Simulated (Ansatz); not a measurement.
# Stack of honeycomb BAs under Hf2CO2 MXene, shifted by a third of the diagonal in a perpendicular field, part 2 of 2

Aim: how the stack of honeycomb BAs under Hf2CO2 MXene, shifted by a third of the diagonal screens a field along its normal, and what the field does to its bands. A positive field points along +c.

Ansatz 0.2.0; plane-wave DFT, PBE-D3(BJ), Ansatz PAW.

So far. Step 2 (Relaxing the slab): The lattice constant a goes from 3.340 to 3.297 Å.

## Step 3: Atoms held, field 0, start network

A sawtooth potential applies the field, turning back in the middle of the vacuum. With the dipole correction the typed value is the field outside the slab. The induced dipole is small, so the SCF threshold is tight.

The cell differs from the one that the last finished run ended in (c 46.803 → 25.975 Å).

input.yaml reads:

```yaml
crystal:
  lattice:
    - [3.2974642464, 0.0, 0.0]
    - [-1.6487321232, 2.8556878055, 0.0]
    - [0.0, 0.0, 25.9746122993]
  atoms:
    - { symbol: As, position: [0.6666666667, 0.3333333333, 0.3464921785] }
    - { symbol: B, position: [0.3333333333, 0.6666666667, 0.3467034646] }
    - { symbol: O, position: [0.6666666667, 0.3333333333, 0.4772535729] }
    - { symbol: Hf, position: [0.0, 0.0, 0.5125648745] }
    - { symbol: C, position: [0.3333333333, 0.6666666667, 0.5653002144] }
    - { symbol: Hf, position: [0.6666666667, 0.3333333333, 0.6180733195] }
    - { symbol: O, position: [0.0, 0.0, 0.6535078215] }
kpoints:
  mp_grid: { grid: [18, 18, 1] }
  band_path:
    path: [[0, 0, 0], [0.5, 0, 0], [0.33333333, 0.33333333, 0], [0, 0, 0]]
    npoints: 16
hamiltonian:
  xc: pbe
  dispersion: d3bj
scf:
  occupations: { method: fermi_dirac, width: 0.02585 }
  convergence: { dr2_threshold: 1.0e-10 }
efield:
  axis: 3
  dipole_correction: true
  ramp_position: 0.97
  ramp_width: 0.06
  amplitude: 0
output:
  dos: { projected: true, e_range: [-6, 5] }
  write_potential: true
  write_density: true
  volumetric_format: npy
  elf: true
```

The run is started by

```
$ ansatz run input.yaml --threads 2 --pin off --max-ram 4096MiB --backend cpu --events-out ev --progress --plain --runs-dir out
```

Numbers of over 12 decimals in the logs are rounded to 6 here.

The log of the run:

```text
[...]
Crystal: 7 atoms, lattice volume = 244.591 Å³
Basis set: ecut = 420 eV, 4875 PW (Γ)
Bands: 52, of which v1, the nominal top of the filled ones, is band 43 counted from 1 (42 counted from 0)
Symmetry: 6 space group operations
[...]
k-points: 37 of 324 (time reversal used)
[...]
SCF iter   1: F=—  HF=-37847.540990 eV  |F-HF|=—  |Δ(HF+E_count)|=         —  Δρ=3.54e-3  dr2=5.56e-2  ethr=1.77e-3  p=-0.023 e·Å  D=-1.73e-2 V/Å  ΔV_dip=0.45 eV  dr2_dipole=5.69e-3  V_vac-E_F(+/−)=4.95/4.50 eV  ⟨swp⟩=7.9  Hψ=7818  notcnv=0  defer=5
efield: sawtooth ramp at fractional position 0.9700 (set: `efield.ramp_position`, or a place that a band, a saddle search or an elastic batch's reference lends), width 0.0600; the density the first Hamiltonian is built on has a dipole p = -0.023 e·Å; the dipole correction subtracts the counter field D = -1.73e-2 V/Å, which shifts the + side's vacuum level by +0.45 eV against the − side's; the planar-averaged density in the ramp window peaks in size at 2.4e-5 e/Å³
[...]
SCF iter   2: F=—  HF=-37847.540378 eV  |F-HF|=—  |Δ(HF+E_count)|=   6.12e-4  Δρ=2.10e-3  dr2=1.88e-2  ethr=6.47e-5  p=0.004 e·Å  D=2.93e-3 V/Å  ΔV_dip=-0.08 eV  dr2_dipole=9.89e-4  V_vac-E_F(+/−)=4.51/4.59 eV  ⟨swp⟩=3.8  Hψ=3902  notcnv=0  defer=64
[...]
SCF iter  14: F=-37847.538401 eV  HF=-37847.538401 eV  |F-HF|=3.64e-11  |Δ(HF+E_count)|=  6.55e-11  Δρ=5.52e-8  dr2=6.68e-12  ethr=1.00e-12  p=0.005 e·Å  D=4.07e-3 V/Å  ΔV_dip=-0.11 eV  dr2_dipole=7.23e-14  V_vac-E_F(+/−)=4.46/4.57 eV  ⟨swp⟩=12.1  Hψ=5522  notcnv=0
SCF 1 converged in 14 iterations: F = -37847.538401 eV  dr2 = 6.68e-12
[...]
NSCF: frozen V_eff on 49 k-points
efield: sawtooth ramp at fractional position 0.9700 (kept from the solve that this one continues, or follows in the run), width 0.0600; the density the first Hamiltonian is built on has a dipole p = 0.005 e·Å; the dipole correction subtracts the counter field D = 4.07e-3 V/Å, which shifts the + side's vacuum level by -0.11 eV against the − side's; the planar-averaged density in the ramp window peaks in size at 2.5e-6 e/Å³
[...]
SCF converged after 14 iterations
Free energy (F): -37847.538401 eV
[...]
Internal energy: -37847.538397 eV  (E = F + TS)
E sigma→0 (E₀):  -37847.538399 eV
Entropy (-TS):   -0.000004 eV (-0.001 meV/atom)
Fermi energy:    2.873982 eV
Dipole field:    D = 0.004067 V/Å  (p = 0.005498 e·Å, saw-weighted, corrected)
Work function:   Φ+ = 4.4615 eV   Φ− = 4.5671 eV
Levels:          The Fermi level and band energies are counted from a zero that moves with the ramp; work functions are not
[...]
--- Band table (eV; the first three rows and the last of 37) ---
  k-point 0: bands = [... 39 lower, 1.1686, 1.1686, 2.0176, 2.0176, 4.2274, 4.2274, 4.6296, 5.9329, ... 5 higher]
  k-point 1: bands = [... 39 lower, 0.8706, 1.0615, 1.7310, 1.8932, 4.2526, 4.3823, 4.6594, 5.9330, ... 5 higher]
  k-point 2: bands = [... 39 lower, 0.7800, 0.9297, 1.1284, 1.6128, 4.0867, 4.7399, 4.8851, 5.9624, ... 5 higher]
  k-point 36: bands = [... 39 lower, -0.3679, -0.3409, -0.3111, 2.6876, 3.3128, 4.5783, 5.4432, 5.5116, ... 5 higher]
```

Elapsed: 92 s, on 2 threads of Intel Xeon at 2.50GHz (Skylake/Cascade Lake), shared host; peak memory 0.86 GiB.

Numbers from this step:

- dipole along the normal: 0.005498 e·Å
- gap along the path: 0.3989 eV
- smallest direct gap along the path: 0.6252 eV
- step between the vacuum levels: -0.1056 eV
- ionisation energy, upper face: 4.648 eV
- electron affinity, upper face: 4.249 eV
- ionisation energy, lower face: 4.753 eV
- gap, the smaller of path and mesh: 0.3989 eV

Running mean over a fixed 2.7 Å (it still follows the layers) of the planar mean; the ramp of the sawtooth is left out. Table of electron's electrostatic potential energy less the Fermi level by z:

z (Å), electron's electrostatic potential energy less the Fermi level (eV) and a bar from the least value:
```
      3.5        4.6 ##############################
      4.0        4.6 ##############################
      4.5        4.6 ##############################
      5.0        4.6 ##############################
      5.5        4.5 ##############################
      6.0        4.5 ##############################
      6.5        4.2 #############################
      7.0        3.1 ###########################
      7.5        0.8 ######################
      8.0       -2.0 #################
      8.5       -3.8 #############
      9.0       -4.2 ############
      9.5       -3.9 #############
     10.0       -2.2 ################
     10.5        0.2 #####################
     11.0        0.9 #######################
     11.5       -1.0 ###################
     12.0       -4.0 ############
     12.5       -6.9 #######
     13.0       -8.9 ###
     13.5      -10.1 
     14.0       -9.7 #
     14.5       -9.3 ##
     15.0       -9.3 ##
     15.5       -9.9 
     16.0       -9.9 
     16.5       -8.4 ####
     17.0       -6.2 ########
     17.5       -3.1 ##############
     18.0        0.2 #####################
     18.5        2.9 ###########################
     19.0        4.2 #############################
     19.5        4.4 ##############################
     20.0        4.5 ##############################
     20.5        4.5 ##############################
     21.0        4.5 ##############################
     21.5        4.5 ##############################
     22.0        4.5 ##############################
     22.5        4.5 ##############################
```

The density of states has structure finer than the step of the table below, so its rows give means over 0.25 eV, whole bins alone (the curve runs from -6 to 2.19 eV). Peaks (eV: height): -5.970: 7.50, -5.750: 8.70, -5.170: 16.5, -4.810: 10.2, -4.650: 12.5, -3.380: 6.00, -2.310: 6.43.

Table of density of states by energy, zero at the Fermi level of the run, which the smearing sets inside the gap; means over each step:

| energy (eV) | density of states (states/eV a cell) |
| --- | --- |
| -5.75 | 5.82 |
| -5.50 | 5.71 |
| -5.25 | 10.0 |
| -5.00 | 6.43 |
| -4.75 | 8.99 |
| -4.50 | 2.52 |
| -4.25 | 1.28 |
| -4.00 | 1.60 |
| -3.75 | 2.48 |
| -3.50 | 4.26 |
| -3.25 | 3.32 |
| -3.00 | 3.33 |
| -2.75 | 3.04 |
| -2.50 | 4.24 |
| -2.25 | 4.39 |
| -2.00 | 4.14 |
| -1.75 | 2.45 |
| -1.50 | 1.41 |
| -1.25 | 1.12 |
| -1.00 | 0.715 |
| -0.75 | 0.291 |
| -0.50 | 0.214 |
| -0.25 | 0.0518 |
| 0.00 | 0 |
| 0.25 | 0.550 |
| 0.50 | 1.21 |
| 0.75 | 1.74 |
| 1.00 | 2.62 |
| 1.25 | 2.72 |
| 1.50 | 1.40 |
| 1.75 | 1.17 |
| 2.00 | 1.25 |

Projected DOS per atom over height of the atomic layer and energy from the Fermi level. Layers: BAs O Hf C Hf O from below.

Ten even steps from '0' (0.00 states/eV) to '9' (2.86 states/eV), each cell a mean:
```
001010
001010
102020
002020
001010
000000
000000
000000
000000
100000
100200
111611
111511
101310
111311
211311
200000
100000
181119
192139
062026
162025
```
Columns: height of the atomic layer (Å) from 9.00 to 17.0 (not evenly spaced); rows upwards: energy from the Fermi level (eV) from -5.96 to 2.14.

Electronic bands along the path, in eV, zero at the Fermi level of the run, which the smearing sets inside the gap:

| point | band 40 | band 41 | band 42 | band 43 | band 44 | band 45 | band 46 | band 47 |
| --- | --- | --- | --- | --- | --- | --- | --- | --- |
| Γ | -1.71 | -1.71 | -0.86 | -0.86 | 1.35 | 1.35 | 1.76 | 3.06 |
| halfway | -3.13 | -3.05 | -1.93 | -1.91 | 0.68 | 2.65 | 2.76 | 3.27 |
| M | -3.82 | -2.29 | -2.04 | -1.34 | 0.21 | 1.15 | 2.53 | 2.79 |
| halfway | -3.64 | -2.89 | -2.53 | -0.99 | 1.03 | 1.07 | 2.84 | 3.02 |
| K | -3.24 | -3.21 | -3.19 | -0.19 | 0.44 | 1.70 | 2.57 | 2.64 |
| halfway | -3.36 | -2.95 | -2.56 | -2.00 | 1.11 | 2.26 | 3.22 | 3.22 |
| Γ | -1.71 | -1.71 | -0.86 | -0.86 | 1.35 | 1.35 | 1.76 | 3.06 |

Electrostatic potential energy in the ca plane at fractional y = 0.333, with atoms of As and O and Hf within 0.2 Å of it. With pseudopotentials it is smooth inside the atoms' cores, unlike the true potential.

Ten even steps from '0' (-36 eV) to '9' (7 eV), each cell a mean:
```
99999975557999999877788887522578999999999999
99999856865899996116889985100158999999999999
99999759995799992003899873000047899999999999
99999858985799994004899874000047999999999999
99999865656899998557888986300368999999999999
99999987678999999887678888655689999999999999
99999998889999999875567888888889999999999999
99999998889999999875457888888899999999999999
99999988788999999876668888877789999999999999
```
Columns run along c (16.0 Å, from fractional 0.23 to 0.85 of the cell; values clipped at the 3rd and 97th percentile), rows up along a (3.3 Å). Atoms in or near the plane, at fractional coordinates: As at (0.35, 0.67), O at (0.48, 0.67), Hf at (0.62, 0.67).

Valence density in the ca plane at fractional y = 0.333, with atoms of As and O and Hf within 0.2 Å of it. It is the smooth field of the valence electrons, not physical close to the nuclei.

Values in e/Å³, 5 rows by 16 columns, each cell a mean:
```
 0  0  1  2  0  0  2  0  0  2  4  0  0  0  0  0
 0  0  6 11  0  0  5  1  0  8 17  0  0  0  0  0
 0  0  1  2  0  0  2  0  0  2  5  0  0  0  0  0
 0  0  0  0  0  0  0  1  0  0  0  0  0  0  0  0
 0  0  0  0  0  0  0  1  0  0  0  0  0  0  0  0
```
Columns run along c (16.0 Å, from fractional 0.23 to 0.85 of the cell), rows up along a (3.3 Å). Atoms in or near the plane, at fractional coordinates: As at (0.35, 0.67), O at (0.48, 0.67), Hf at (0.62, 0.67).

ELF in the ca plane at fractional y = 0.333, with atoms of As and O and Hf within 0.2 Å of it. It is the smooth field of the valence electrons, not physical close to the nuclei.

Ten even steps from '0' (0.00) to '9' (0.83), each cell a mean:
```
00000024677777751037885212452255311210000000
00000146776346761169999521222699840000000000
00000257874225761179758731112899961000000000
00000247875236761169879721212799951000000000
00000135777667751048997311332478621100000000
00000013578887640025642112564222223320000000
00000001356776420001111222687421367531000000
00000001245665420000002333688522477631000000
00000012467887530012321212686311245421000000
```
Columns run along c (16.0 Å, from fractional 0.19 to 0.80 of the cell), rows up along a (3.3 Å). Atoms in or near the plane, at fractional coordinates: As at (0.35, 0.67), O at (0.48, 0.67), Hf at (0.62, 0.67).

The gap is 0.40 eV, with the valence edge 4.65 eV and the conduction edge 4.25 eV under the upper vacuum level. Spin-orbit coupling, left out in this run, matters for the bands of elements this heavy.

## Step 4: Atoms held, field 0.1 V/Å

input.yaml: that of step 3 with these lines changed.

```diff
@@ -27,7 +27,6 @@
   dipole_correction: true
-  ramp_position: 0.97
-  ramp_width: 0.06
-  amplitude: 0
+  ramp_position: 0.9434
+  ramp_width: 0.0993
+  amplitude: 0.1
 output:
-  dos: { projected: true, e_range: [-6, 5] }
   write_potential: true
@@ -35,2 +34 @@
   volumetric_format: npy
-  elf: true
```

The log of the run:

```text
[...]
Crystal: 7 atoms, lattice volume = 244.591 Å³
Basis set: ecut = 420 eV, 4875 PW (Γ)
Bands: 52, of which v1, the nominal top of the filled ones, is band 43 counted from 1 (42 counted from 0)
Symmetry: 6 space group operations
[...]
k-points: 37 of 324 (time reversal used)
[...]
k-point 0: bands = [... 39 lower, 1.0650, 1.0650, 2.0645, 2.0645, 4.2741, 4.2741, 4.6764, 5.9800, ... 5 higher]
  k-point 1: bands = [... 39 lower, 0.8570, 0.9580, 1.7779, 1.9401, 4.2994, 4.4291, 4.7063, 5.9668, ... 5 higher]
  k-point 2: bands = [... 39 lower, 0.6764, 0.9757, 1.1751, 1.6596, 4.1336, 4.7866, 4.9322, 5.9983, ... 5 higher]
  k-point 36: bands = [... 39 lower, -0.3211, -0.3015, -0.2560, 2.5847, 3.2092, 4.6251, 5.4719, 5.5753, ... 5 higher]
[key lines of the parts left out:]
SCF converged after 16 iterations
Free energy (F): -37847.541120 eV
Fermi energy:    2.845256 eV
Dipole field:    D = 0.036147 V/Å  (p = 0.048859 e·Å, saw-weighted, corrected)
```

Run time: 1.8 min. Hardware: 2 threads; peak memory 0.83 GiB; 3.5 min of CPU time.

The dipole is 0.0489 e·Å, 0.0434 e·Å from its value without field, and the gap 0.548 eV.

## Step 5: Single point, field -0.1 V/Å

input.yaml: that of step 4 with these lines changed.

```diff
@@ -29,3 +29,3 @@
   ramp_width: 0.0993
-  amplitude: 0.1
+  amplitude: -0.1
 output:
```

The log of the run:

```text
[...]
Crystal: 7 atoms, lattice volume = 244.591 Å³
Basis set: ecut = 420 eV, 4875 PW (Γ)
Bands: 52, of which v1, the nominal top of the filled ones, is band 43 counted from 1 (42 counted from 0)
Symmetry: 6 space group operations
[...]
k-points: 37 of 324 (time reversal used)
[...]
k-point 0: bands = [... 39 lower, 1.2669, 1.2669, 1.9708, 1.9708, 4.1806, 4.1806, 4.5826, 5.8860, ... 5 higher]
  k-point 1: bands = [... 39 lower, 0.9687, 1.1598, 1.6843, 1.8465, 4.2059, 4.3356, 4.6123, 5.8729, ... 5 higher]
  k-point 2: bands = [... 39 lower, 0.8783, 0.8839, 1.0819, 1.5661, 4.0399, 4.6931, 4.8377, 5.8981, ... 5 higher]
  k-point 36: bands = [... 39 lower, -0.4146, -0.3803, -0.3658, 2.7857, 3.4113, 4.5316, 5.4139, 5.4481, ... 5 higher]
[key lines of the parts left out:]
SCF converged after 15 iterations
Free energy (F): -37847.540028 eV
Fermi energy:    2.899936 eV
Dipole field:    D = -0.028213 V/Å  (p = -0.038136 e·Å, saw-weighted, corrected)
```

Wall time 1.7 min (2 threads); peak memory 0.83 GiB.

The dipole is -0.0381 e·Å, -0.0436 e·Å from its value without field, and the gap 0.255 eV.

## Step 6: Response, atoms held

This step: plane-wave DFT, PBE-D3(BJ), Ansatz PAW; response to a field along the normal, atoms held (Ansatz 0.2.0).

The dipoles give the slope, and the difference of two potentials shows where the field is screened.

This step gave:

```
equivalent conductor thickness p/(ε₀AE) : 8.359 Å
distance between the outer atoms        : 7.975 Å
```

The dipole of the cell by applied field:

| applied field (V/Å) | dipole of the cell (e·Å) |
| --- | --- |
| -0.1000 | -0.0381 |
| 0.0000 | 0.00550 |
| 0.1000 | 0.0489 |

Local field over the applied field, running mean. From the potentials at -0.1 and 0.1 V/Å; running mean over 2.8 Å. Local field over applied field against z:

| z (Å) | local field over applied field |
| --- | --- |
| 4.5 | 0.998 |
| 5.0 | 0.992 |
| 5.5 | 0.977 |
| 6.0 | 0.936 |
| 6.5 | 0.847 |
| 7.0 | 0.702 |
| 7.5 | 0.538 |
| 8.0 | 0.381 |
| 8.5 | 0.244 |
| 9.0 | 0.184 |
| 9.5 | 0.224 |
| 10.0 | 0.321 |
| 10.5 | 0.398 |
| 11.0 | 0.437 |
| 11.5 | 0.434 |
| 12.0 | 0.369 |
| 12.5 | 0.271 |
| 13.0 | 0.171 |
| 13.5 | 0.104 |
| 14.0 | 0.0717 |
| 14.5 | 0.0683 |
| 15.0 | 0.0700 |
| 15.5 | 0.0833 |
| 16.0 | 0.129 |
| 16.5 | 0.217 |
| 17.0 | 0.346 |
| 17.5 | 0.492 |
| 18.0 | 0.647 |
| 18.5 | 0.787 |
| 19.0 | 0.899 |
| 19.5 | 0.962 |
| 20.0 | 0.987 |
| 20.5 | 0.996 |
| 21.0 | 0.999 |
| 21.5 | 1.000 |

The induced electron density oscillates, so the rows of the table below give means over windows of 0.5 Å about each position, cut where the curve ends. Its maxima inside the range that stand out by 2 % of the span (Å: e/Å³ per V/Å): 7.79: 0.00398, 9.24: 3.5e-4, 11.83: 0.00290, 12.55: 0.00170, 14.00: 6.5e-4, 16.02: 1.2e-4, 17.03: -0.00142. Its minima: 8.80: -3.0e-4, 10.10: -0.00352, 12.27: 0.00117, 13.28: -1.4e-4, 15.30: -6.8e-4, 16.88: -0.00182, 17.61: -0.00350.

Electrons, planar mean, per unit field. The induced electron density by z; means over each step:

| z (Å) | induced electron density (e/Å³ per V/Å) |
| --- | --- |
| 4.5 | 7.5e-6 |
| 5.0 | 2.7e-5 |
| 5.5 | 8.7e-5 |
| 6.0 | 2.7e-4 |
| 6.5 | 7.4e-4 |
| 7.0 | 0.00180 |
| 7.5 | 0.00335 |
| 8.0 | 0.00340 |
| 8.5 | 6.0e-4 |
| 9.0 | 1.6e-5 |
| 9.5 | -6.0e-4 |
| 10.0 | -0.00309 |
| 10.5 | -0.00251 |
| 11.0 | -2.3e-4 |
| 11.5 | 0.00215 |
| 12.0 | 0.00221 |
| 12.5 | 0.00143 |
| 13.0 | 3.9e-4 |
| 13.5 | 2.1e-5 |
| 14.0 | 5.2e-4 |
| 14.5 | 8.6e-5 |
| 15.0 | -2.6e-4 |
| 15.5 | -5.1e-4 |
| 16.0 | 3.0e-5 |
| 16.5 | -7.9e-4 |
| 17.0 | -0.00166 |
| 17.5 | -0.00298 |
| 18.0 | -0.00265 |
| 18.5 | -0.00121 |
| 19.0 | -4.3e-4 |
| 19.5 | -1.4e-4 |
| 20.0 | -4.3e-5 |
| 20.5 | -1.2e-5 |
| 21.0 | -3.6e-6 |
| 21.5 | -1.0e-6 |

The smaller of the gaps on the path and on the k-mesh, counted as 0 under 0.03 eV. Gap against applied field:

| applied field (V/Å) | gap (eV) |
| --- | --- |
| -0.1000 | 0.255 |
| 0.0000 | 0.399 |
| 0.1000 | 0.548 |

By hand: between -0.1 and 0.1 V/Å the dipole changes by 0.08699 e·Å, a slope of 0.4350 e·Å²/V. A perfect conductor of thickness t has p = ε₀AEt, so t = 180.95 × 0.4350 / 9.417 = 8.36 Å (e/ε₀ = 180.95 V·Å, A in Å²).

The induced dipole is that of a conductor 8.36 Å thick.

## Step 7: Outcome

| Quantity | Value |
| --- | --- |
| gap without field | 0.399 eV |
| ionisation energy, upper face | 4.65 eV |
| electron affinity, upper face | 4.25 eV |
| step between the vacuum levels | -0.106 eV |
| equivalent conductor thickness, atoms held | 8.36 Å |

**Reading.** The induced dipole equals that of a perfect conductor 8.36 Å thick, while the outer atoms lie 7.97 Å apart; an out-of-plane ε follows only once a thickness t is chosen, by 1 − 1/ε = 8.36 Å / t. The two faces differ: the vacuum level above lies 0.11 eV lower than the one below. The gap goes from 0.40 eV to 0.26 eV at -0.1 V/Å. With the field reversed the gap is 0.55 eV at 0.1 V/Å. Semilocal functionals give gaps that are too small, and excitons are not included. Spin-orbit coupling is left out, which matters for the bands of elements this heavy. The MXene's terminations sit over the metal atoms of its far layer; the site over carbon or nitrogen, which some compounds prefer, was not run.

[Logs are printed without paths, hosts, clocks, repeated set-up lines and the standing remarks that a program may print on its own settings, such as how far it seeks lower states.]

[Hosts, paths, dates, database ids (printed as entryN), source tags and the programs' standing remarks are cut or masked in the printed files.]

[Maps of the electrostatic potential energy from Ansatz leave out the sawtooth potential of an applied field or a dipole correction, so their vacuum need not be flat; planar profiles and work functions include it.]

[The density of states shown here was stored with 400 of the rows of the run's finer table, so its peaks can read low, often by over a quarter, or be missed, and its means over a window can be off by a tenth or more.]
